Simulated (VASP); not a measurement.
# BAs (F-43m) in VASP: a series of runs

The runs below take BAs through relaxation of cell and atoms, single point, with LDA.

Everything below comes from runs of VASP 6.6.1. Logs are shortened: lines on timing, memory, paths and dates and some standing lists are left out, and cuts for length are marked.

### Step 1. Starting point

The structure is cubic, space group F-43m (No. 216). Conventional cell: a = 4.777 Å, b = 4.777 Å, c = 4.777 Å, α = 90.00°, β = 90.00°, γ = 90.00°. B (site symmetry -43m) has 4 As at 2.07 Å as nearest neighbours. Around As (site symmetry -43m) lie 4 B at 2.07 Å.

### Step 2. Relaxation of cell and atoms, LDA

The input, INCAR:

```
SYSTEM = BAs
ALGO = Fast
EDIFF = 1E-7
EDIFFG = -0.002
ENCUT = 350
GGA = CA
IBRION = 2
ISIF = 3
ISMEAR = 0
LASPH = .TRUE.
LCHARG = .FALSE.
LREAL = .FALSE.
LWAVE = .FALSE.
NELM = 80
NSW = 80
PREC = Accurate
SIGMA = 0.02
```

The input, KPOINTS:

```
k-points
0
G
  6 6 6
  0 0 0
```

The input, POSCAR:

```
BAs
1.0
    0.0000000000      2.3885000000      2.3885000000
    2.3885000000      0.0000000000      2.3885000000
    2.3885000000      2.3885000000      0.0000000000
B As
1 1
Direct
    0.0000000000      0.0000000000      0.0000000000
    0.2500000000      0.2500000000      0.2500000000
```

Potentials or basis: VASP PAW LDA potentials, release 64 (B, As).

The run is started by

```
> cat potpaw_LDA.64/B/POTCAR potpaw_LDA.64/As/POTCAR > POTCAR
> mpirun -np 1 vasp_std > vasp.out
```

OUTCAR:

```text
SYSTEM = BAs
   EDIFF = 1E-7
   EDIFFG = -0.002
   ENCUT = 350
   GGA = CA
   IBRION = 2
   ISIF = 3
   ISMEAR = 0
   LASPH = .TRUE.
   LREAL = .FALSE.
   NELM = 80
   NSW = 80
   PREC = Accurate

 ion  position               nearest neighbor table
   1  0.000  0.000  0.000-   2 2.07   2 2.07   2 2.07   2 2.07
   2  0.250  0.250  0.250-   1 2.07   1 2.07   1 2.07   1 2.07

  LATTYP: Found a face centered cubic cell.
 ALAT       =     4.7770000000

  Lattice vectors:

 A1 = (   0.0000000000,   2.3885000000,   2.3885000000)
 A2 = (   2.3885000000,   0.0000000000,   2.3885000000)
 A3 = (   2.3885000000,   2.3885000000,   0.0000000000)

Analysis of symmetry for initial positions (statically):
=====================================================================
 Subroutine PRICEL returns:
 Original cell was already a primitive cell.

 Routine SETGRP: Setting up the symmetry group for a
 face centered cubic supercell.

 Subroutine GETGRP returns: Found 24 space group operations
 (whereof 24 operations were pure point group operations)
 out of a pool of 48 trial point group operations.

The static configuration has the point symmetry T_d .

Analysis of symmetry for dynamics (positions and initial velocities):
=====================================================================
 Subroutine PRICEL returns:
 Original cell was already a primitive cell.

 Routine SETGRP: Setting up the symmetry group for a
 face centered cubic supercell.

 Subroutine GETGRP returns: Found 24 space group operations
 (whereof 24 operations were pure point group operations)
 out of a pool of 48 trial point group operations.

The dynamic configuration has the point symmetry T_d .

 Subroutine INISYM returns: Found 24 space group operations
 (whereof 24 operations are pure point group operations),
 and found     1 'primitive' translations

----------------------------------------------------------------------------------------

                                     Primitive cell

  volume of cell :      27.2525

  direct lattice vectors                    reciprocal lattice vectors
     0.000000000  2.388500000  2.388500000    -0.209336404  0.209336404  0.209336404
     2.388500000  0.000000000  2.388500000     0.209336404 -0.209336404  0.209336404
     2.388500000  2.388500000  0.000000000     0.209336404  0.209336404 -0.209336404

  length of vectors
     3.377849094  3.377849094  3.377849094     0.362581287  0.362581287  0.362581287

  position of ions in fractional coordinates (direct lattice)
     0.000000000  0.000000000  0.000000000
     0.250000000  0.250000000  0.250000000

  ion indices of the primitive-cell ions
   primitive index   ion index
                 1           1
                 2           2

----------------------------------------------------------------------------------------

 KPOINTS: k-points

Automatic generation of k-mesh.
 Grid dimensions read from file:
 generate k-points for:    6    6    6

 Generating k-lattice:

  Cartesian coordinates                     Fractional coordinates (reciprocal lattice)
    -0.034889401  0.034889401  0.034889401     0.166666667  0.000000000  0.000000000
     0.034889401 -0.034889401  0.034889401     0.000000000  0.166666667  0.000000000
     0.034889401  0.034889401 -0.034889401     0.000000000  0.000000000  0.166666667

  Length of vectors
     0.060430214  0.060430214  0.060430214

  Shift w.r.t. Gamma in fractional coordinates (k-lattice)
     0.000000000  0.000000000  0.000000000

 Subroutine IBZKPT returns following result:
 ===========================================

 Found     16 irreducible k-points:

 Following reciprocal coordinates:
            Coordinates               Weight
  0.000000  0.000000  0.000000      1.000000
  0.166667  0.000000  0.000000      8.000000
  0.333333  0.000000  0.000000      8.000000
  0.500000  0.000000  0.000000      4.000000
  0.166667  0.166667  0.000000      6.000000
  0.333333  0.166667  0.000000     24.000000
[... 8 lines left out ...]
 -0.333333  0.333333  0.166667     24.000000
 -0.333333  0.500000  0.166667     12.000000
   k-points           NKPTS =     16   k-points in BZ     NKDIM =     16   number of bands    NBANDS=      8
   number of dos      NEDOS =    301   number of ions     NIONS =      2
   total plane-waves  NPLWV =  13824
   dimension x,y,z NGX =    24 NGY =   24 NGZ =   24
   dimension x,y,z NGXF=    48 NGYF=   48 NGZF=   48
   ions per type =               1   1
   NGX,Y,Z   is equivalent  to a cutoff of  11.81, 11.81, 11.81 a.u.
   NGXF,Y,Z  is equivalent  to a cutoff of  23.62, 23.62, 23.62 a.u.
 SYSTEM =  BAs
   PREC   = accura    normal or accurate (medium, high low for compatibility)
   ISTART =      0    job   : 0-new  1-cont  2-samecut
   ICHARG =      2    charge: 1-file 2-atom 10-const
   ISPIN  =      1    spin polarized calculation?
   LNONCOLLINEAR =      F non collinear calculations
   LSORBIT =      F    spin-orbit coupling
   LASPH  =      T    aspherical Exc in radial PAW
   ENCUT  =  350.0 eV  25.72 Ry    5.07 a.u.   5.15  5.15  5.15*2*pi/ulx,y,z
   NELM   =     80;   NELMIN=  2; NELMDL= -5     # of ELM steps
   EDIFF  = 0.1E-06   stopping-criterion for ELM
   LREAL  =      F    real-space projection
   EDIFFG = -.2E-02   stopping-criterion for IOM
   NSW    =     80    number of steps for IOM
   IBRION =      2    ionic relax: 0-MD 1-quasi-New 2-CG
   NFREE  =      1    steps in history (QN), initial steepest desc. (CG)
   ISIF   =      3    stress and relaxation
   ISYM   =      2    0-nonsym 1-usesym 2-fastsym
   POTIM  = 0.5000    time-step for ionic-motion
   TEBEG  =    0.0;   TEEND  =   0.0 temperature during run
   PSTRESS=    0.0 pullay stress
   NELECT =       8.0000    total number of electrons
   NUPDOWN=      -1.0000    fix difference up-down
   EMIN   =  10.00;   EMAX   =-10.00  energy-range for DOS
   EFERMI =   0.00;   METHOD = LEGACY
   ISMEAR =     0;   SIGMA  =   0.02  broadening in eV -4-tet -1-fermi 0-gaus
   EFERMI_NEDOS =   21; number of points for ismear=-14 and -15
   IALGO  =     68    algorithm
   IMIX   =      4    mixing-type and parameters
     AMIX     =   0.40;   BMIX     =  1.00
     AMIX_MAG =   1.60;   BMIX_MAG =  1.00
  volume/ion in A,a.u.               =      13.63        91.95
  Fermi-wavevector in a.u.,A,eV,Ry     =   1.088018  2.056057 16.106360  1.183784
  Thomas-Fermi vector in A             =   2.224191
   LORBIT       =      0    0 simple, 1 ext, 2 COOP (PROOUT), +10 PAW based schemes
   GGA     = CA    functional components
   LHFCALC =     F    Hartree Fock is set to
   AEXX    =    0.0000 exact exchange contribution
   IVDW    =     0    specifies the selected vdW correction
   LEPSILON=     F    determine dielectric tensor
   LRPA    =     F    only Hartree local field effects (RPA)
 conjugate gradient relaxation of ions
 non-spin polarized calculation
 RMM-DIIS sequential band-by-band and
 Gauss-broadening in eV      SIGMA  =   0.02
  energy-cutoff  :      350.00
  volume of cell :       27.25
 maximum number of plane-waves:       419
 NGX is ok and might be reduce to    24
   NGX = 11   NGY = 11   NGZ = 11

--------------------------------------- Ionic step        1  -------------------------------------------

 number of electron       7.9999999 magnetization

 Free energy of the ion-electron system (eV)
  ---------------------------------------------------
  ext. energy  EPLUGINS =         0.00000000
  ---------------------------------------------------
  free energy    TOTEN  =       -12.89982277 eV

  energy without entropy =      -12.89982277  energy(sigma->0) =      -12.89982277

------------------------ aborting loop because EDIFF is reached ----------------------------------------

  FORCE on cell =-STRESS in cart. coord.  units (eV):
  Direction    XX          YY          ZZ          XY          YZ          ZX
  --------------------------------------------------------------------------------------
  -------------------------------------------------------------------------------------
  Total       -0.5475914     -0.5475914     -0.5475914     -0.0000000      0.0000000     -0.0000000
  in kB      -32.1930034    -32.1930034    -32.1930034     -0.0000000      0.0000000     -0.0000000
  external PRESSURE =     -32.1930034 kB  Pullay stress =       0.0000000 kB

 VOLUME and BASIS-vectors are now :
 -----------------------------------------------------------------------------
  energy-cutoff  :      350.00
  volume of cell :       27.25
      direct lattice vectors                 reciprocal lattice vectors
     0.000000000  2.388500000  2.388500000    -0.209336404  0.209336404  0.209336404
     2.388500000  0.000000000  2.388500000     0.209336404 -0.209336404  0.209336404
     2.388500000  2.388500000  0.000000000     0.209336404  0.209336404 -0.209336404

 POSITION                                       TOTAL-FORCE (eV/Angst)
 -----------------------------------------------------------------------------------
      0.00000      0.00000      0.00000        -0.000000     -0.000000     -0.000000
      1.19425      1.19425      1.19425         0.000000      0.000000      0.000000
 -----------------------------------------------------------------------------------
    total drift:                                0.000000      0.000000      0.000000

  FREE ENERGIE OF THE ION-ELECTRON SYSTEM (eV)
  ---------------------------------------------------
  free  energy   TOTEN  =       -12.8998227709 eV
[... 17 lines left out ...]
 VOLUME and BASIS-vectors are now :
 -----------------------------------------------------------------------------
  energy-cutoff  :      350.00
  volume of cell :       26.19
      direct lattice vectors                 reciprocal lattice vectors
    -0.000000000  2.356951182  2.356951182    -0.212138462  0.212138462  0.212138462
     2.356951182  0.000000000  2.356951182     0.212138462 -0.212138462  0.212138462
     2.356951182  2.356951182 -0.000000000     0.212138462  0.212138462 -0.212138462

 POSITION                                       TOTAL-FORCE (eV/Angst)
 -----------------------------------------------------------------------------------
      4.71390      4.71390      4.71390         0.000000      0.000000      0.000000
      1.17848      1.17848      1.17848        -0.000000     -0.000000     -0.000000
 -----------------------------------------------------------------------------------
    total drift:                                0.000000      0.000000      0.000000

  FREE ENERGIE OF THE ION-ELECTRON SYSTEM (eV)
  ---------------------------------------------------
  free  energy   TOTEN  =       -12.9022661067 eV

  energy  without entropy=      -12.9022661067  energy(sigma->0) =      -12.90226611

--------------------------------------- Ionic step        3  -------------------------------------------

 number of electron       8.0000001 magnetization

 Free energy of the ion-electron system (eV)
  ---------------------------------------------------
  ext. energy  EPLUGINS =         0.00000000
  ---------------------------------------------------
  free energy    TOTEN  =       -12.90604313 eV

  energy without entropy =      -12.90604313  energy(sigma->0) =      -12.90604313

 E-fermi :   6.5452     XC(G=0): -10.8761

 val. band max:        6.4202008108   @ k =   0.0000   0.0000   0.0000
 cond. band min:       7.6247905841   @ k =   0.3333   0.3333   0.0000
 fundamental gap:      1.2045897733
 Fermi energy:         6.5452350395

 k-point     1 :       0.0000    0.0000    0.0000
  band No.  band energies     occupation
      1      -9.1652      2.00000
      2       6.4202      2.00000
      3       6.4202      2.00000
      4       6.4202      2.00000
      5       9.6955      0.00000
      6       9.6955      0.00000
      7       9.6955      0.00000
      8      11.4016      0.00000

 k-point     2 :       0.1667    0.0000    0.0000
  band No.  band energies     occupation
      1      -8.7040      2.00000
      2       3.4362      2.00000
      3       5.7225      2.00000
      4       5.7225      2.00000
      5       9.7956      0.00000
      6      10.5982      0.00000
      7      10.5982      0.00000
      8      13.2319      0.00000

 k-point     3 :       0.3333    0.0000    0.0000
  band No.  band energies     occupation
      1      -7.4119      2.00000
      2      -0.4093      2.00000
      3       4.8737      2.00000
      4       4.8737      2.00000
      5       9.4016      0.00000
      6      11.2545      0.00000
      7      11.2545      0.00000
      8      15.0533      0.00000
[... 154 lines left out ...]
 VOLUME and BASIS-vectors are now :
 -----------------------------------------------------------------------------
  energy-cutoff  :      350.00
  volume of cell :       26.65
      direct lattice vectors                 reciprocal lattice vectors
    -0.000000000  2.370639777  2.370639777    -0.210913528  0.210913528  0.210913528
     2.370639777  0.000000000  2.370639777     0.210913528 -0.210913528  0.210913528
     2.370639777  2.370639777 -0.000000000     0.210913528  0.210913528 -0.210913528

 POSITION                                       TOTAL-FORCE (eV/Angst)
 -----------------------------------------------------------------------------------
      0.00000      0.00000      0.00000         0.000000      0.000000      0.000000
      1.18532      1.18532      1.18532        -0.000000     -0.000000     -0.000000
 -----------------------------------------------------------------------------------
    total drift:                                0.000000      0.000000      0.000000

  FREE ENERGIE OF THE ION-ELECTRON SYSTEM (eV)
  ---------------------------------------------------
  free  energy   TOTEN  =       -12.9060431350 eV

  energy  without entropy=      -12.9060431350  energy(sigma->0) =      -12.90604313

 reached required accuracy - stopping structural energy minimisation
```

It took 4.7 s on 1 thread of Intel Xeon Platinum 8488C (Sapphire Rapids), shared host; peak memory 0.13 GiB.

These settings aren't checked as converged: the numbers below hold their error.

Results:

| Quantity | Value |
| --- | --- |
| Free energy | -12.9060 eV |
| Relaxed volume | 13.32 Å³/atom |
| Relaxed cell | a = 3.353 Å, b = 3.353 Å, c = 3.353 Å, α = 60.00°, β = 60.00°, γ = 60.00° |
| Space group after relaxing (to 0.05 Å) | F-43m (No. 216) |
| Energy gained by relaxing | 3.1 meV/atom |
| Ionic steps | 3 |
| Band gap on the k mesh | 1.20 eV, indirect (least direct gap 3.28 eV) |

Caveat: the cutoff is under 1.25 times the usual one of these potentials, so pressure, stress and relaxed cells hold a basis-set (Pulay) error.

### Step 3. Relaxation of cell and atoms, LDA

This run uses another cell than the first one, of 13.32 Å³/atom, 0.978 times its volume.

INCAR is that of step 2.

KPOINTS is that of step 2.

The input, POSCAR:

```
BAs                                     
1.0
   -0.0000000000      2.3706397768      2.3706397768
    2.3706397768      0.0000000000      2.3706397768
    2.3706397768      2.3706397768     -0.0000000000
  B               As            
     1     1
Direct
     0.0000000000000000    0.0000000000000000    0.0000000000000000
     0.2500000000000000    0.2500000000000000    0.2500000000000000
```

Potentials or basis: VASP PAW LDA potentials, release 64 (B, As).

The run is started by

```
> cat potpaw_LDA.64/B/POTCAR potpaw_LDA.64/As/POTCAR > POTCAR
> mpirun -np 1 vasp_std > vasp.out
```

Run time: 3.4 s. Hardware: 1 thread of Intel Xeon Platinum 8488C (Sapphire Rapids), shared host; peak memory 0.11 GiB.

These settings aren't checked as converged: the numbers below hold their error.

What came out:

* Free energy: -12.9053 eV
* Relaxed volume: 13.32 Å³/atom
* Relaxed cell: a = 3.352 Å, b = 3.352 Å, c = 3.352 Å, α = 60.00°, β = 60.00°, γ = 60.00°
* Space group after relaxing (to 0.05 Å): F-43m (No. 216)
* Energy gained by relaxing: 0.0 meV/atom
* Ionic steps: 3
* Band gap on the k mesh: 1.20 eV, indirect (least direct gap 3.28 eV)

Caveat: the cutoff is under 1.25 times the usual one of these potentials, so pressure, stress and relaxed cells hold a basis-set (Pulay) error.

### Step 4. Single point, LDA

This run uses another cell than the first one, of 13.32 Å³/atom, 0.978 times its volume.

The input, INCAR:

```
SYSTEM = BAs
ALGO = Fast
EDIFF = 1E-7
ENCUT = 350
GGA = CA
ISIF = 2
ISMEAR = 0
LASPH = .TRUE.
LCHARG = .FALSE.
LREAL = .FALSE.
LWAVE = .FALSE.
NBANDS = 11
NELM = 80
PREC = Accurate
SIGMA = 0.02
```

KPOINTS is that of step 3.

The input, POSCAR:

```
BAs                                     
1.0
    0.0000000000      2.3704591778      2.3704591778
    2.3704591778     -0.0000000000      2.3704591778
    2.3704591778      2.3704591778     -0.0000000000
  B               As            
     1     1
Direct
     0.0000000000000000    0.0000000000000000    0.0000000000000000
     0.2500000000000000    0.2500000000000000    0.2500000000000000
```

The run is started by

```
> cat potpaw_LDA.64/B/POTCAR potpaw_LDA.64/As/POTCAR > POTCAR
> mpirun -np 1 vasp_std > vasp.out
```

Wall time 2.7 s (1 thread of Intel Xeon Platinum 8488C (Sapphire Rapids), shared host); peak memory 0.11 GiB.

Results (log left out):

```
Free energy            : -12.9052 eV
Band gap on the k mesh : 1.20 eV, indirect (least direct gap 3.28 eV)
```

Levels at points of the mesh, in eV from the valence-band top:
```csv
k point,band 1,band 2,band 3,band 4,band 5,band 6,band 7,band 8
"(0.00, 0.00, 0.00)",-15.59,0.00,0.00,0.00,3.28,3.28,3.28,4.98
"(0.50, 0.00, 0.00)",-12.65,-8.93,-1.86,-1.86,2.83,4.77,4.77,8.73
"(0.50, 0.50, 0.00)",-11.33,-8.56,-4.17,-4.17,1.32,1.38,11.45,11.45
```

Caveat: the cutoff is under 1.25 times the usual one of these potentials, so pressure, stress and relaxed cells hold a basis-set (Pulay) error. A k mesh can miss the band edges.
